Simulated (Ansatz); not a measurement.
Phases of AlN at 100 GPa

Structure types of AlN are relaxed in primitive cells with their symmetry kept at 100 GPa, on PAW files; LAPW relaxes the small cells further and takes the PAW cell for the others (marked *). The enthalpy is E + pV at zero temperature, without zero-point motion. Only the types listed were tried, and differences under about 5 meV/atom are mesh noise. The real phase may be another.

Level of theory: DFT with PBE, scalar-relativistic, in Ansatz 0.2.0; Fermi–Dirac smearing of 0.05 eV, no spin polarisation. LAPW: all electrons, basis error target 0.5 meV/atom; PAW: frozen-core files, cutoff 420 eV.

k meshes: rocksalt 17×17×17, CsCl 15×15×15, zincblende 17×17×17, wurtzite 13×13×7, NiAs 12×12×7.

| start type | ends as | a, b, c (Å) | V (Å³/atom) | H − H(lowest), LAPW (meV/atom) |
| --- | --- | --- | --- | --- |
| rocksalt | rocksalt, Fm-3m | 3.751, 3.751, 3.751 | 6.59 | 0.0 |
| CsCl | CsCl, Pm-3m | 2.374, 2.374, 2.374 | 6.69 | ? |
| zincblende | zincblende, F-43m | 3.991, 3.991, 3.991 | 7.95 | 896.0 |
| wurtzite* | flat h-MgO, P6_3/mmc | 3.041, 3.041, 3.748 | 7.50 | ? |
| NiAs* | NiAs, P6_3/mmc | 2.614, 2.614, 4.525 | 6.69 | 240.3 |

Task: Fill in "H − H(lowest), LAPW (meV/atom)" for the row "wurtzite*".

Result: 650.6.

Task: Fill in "H − H(lowest), LAPW (meV/atom)" for the row "CsCl".

Result: 1693.1.

Task: Split the lead of rocksalt over NiAs into energy and pV.

Result: For NiAs less rocksalt: ΔE = +178.6 meV/atom, and p·ΔV = 100 GPa × +0.0988 Å³ × 6.242 meV/(GPa·Å³) = +61.6 meV/atom, together 240.2 meV/atom. rocksalt wins on both counts.
